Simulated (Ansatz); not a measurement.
The system is AlRu.

```
Ru Al
1.0
     2.99160    0.00000    0.00000
     0.00000    2.99160    0.00000
     0.00000    0.00000    2.99160
Ru Al
1 1
Direct
  0.50000 0.50000 0.50000
  0.00000 0.00000 0.00000
```

Base run:

```yaml
Program: Ansatz 0.2.0
Functional: PBE
Potentials_or_basis: all-electron LAPW, scalar-relativistic
Cutoff: 241 eV
Density_cutoff: 963 eV
Basis_error_allowed: 0.001 eV/atom
k_mesh: 9 × 9 × 9
Occupations: gaussian, width 0.1 eV
Spin: no spin polarisation
```

Its results: pressure 2.5 GPa.

Question: The run is repeated on the same cell with these changes: functional from PBE to LDA; occupations from gaussian, width 0.1 eV to fermi-dirac, width 0.05 eV. What comes out?

Answer: Pressure -8.2 GPa.

Not every run made on this cell is shown here.
